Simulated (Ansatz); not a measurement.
The cell is Ge in the diamond structure; cell and atoms were relaxed with r2SCAN. Space group Fd-3m (No. 227), cubic; a = 5.674 Å in the conventional setting, 22.83 Å³ an atom. Around Ge lie 4 Ge at 2.46 Å.

```
Ge
1.0
     0.00000    2.83687    2.83687
     2.83687    0.00000    2.83687
     2.83687    2.83687    0.00000
Ge
2
Direct
  0.00000 0.00000 0.00000
  0.25000 0.25000 0.25000
```

3 runs of Ansatz 0.2.0 on this cell differ in the functional (and in the settings that go with it). Levels are in eV from each run's valence top; v1 is the last filled band, c1 the first empty one.

Run A, mean stress 0.0 GPa (compression positive):
```
point      v4     v3     v2     v1    c1    c2
    Γ  -13.23   0.00   0.00   0.00  0.36  2.72
    X   -9.18  -9.18  -3.19  -3.19  0.99  0.99
    U   -9.67  -8.56  -4.45  -2.74  1.41  4.41
```

Run B, mean stress +0.4 GPa (compression positive):
```
point      v4     v3     v2     v1    c1    c2
    Γ  -13.98   0.00   0.00   0.00  0.78  3.20
    X   -9.68  -9.68  -3.33  -3.33  1.27  1.27
    U  -10.20  -9.02  -4.67  -2.84  1.71  4.83
```

Run C, mean stress -1.8 GPa (compression positive):
```
point      v4     v3     v2     v1    c1    c2
    Γ  -12.75  -0.27   0.00   0.00  0.00  2.52
    X   -8.91  -8.91  -3.04  -3.04  0.67  0.67
    U   -9.38  -8.32  -4.31  -2.61  1.07  3.99
```

Problem. Match the runs to LDA, r2SCAN, HSE06.

Solution. A is r2SCAN, B is HSE06, C is LDA. In order of the gap: LDA 0, r2SCAN 0.36, HSE06 0.78 eV. The stress vanishes for r2SCAN, which relaxed the cell.

The values are computed, spin-unpolarised, and not measurements.

The runs are scalar-relativistic, without spin-orbit coupling.

The stress of a hybrid is loosely converged in these runs.

The meshes of the hybrids are coarse, so their gaps aren't converged to the digits shown.
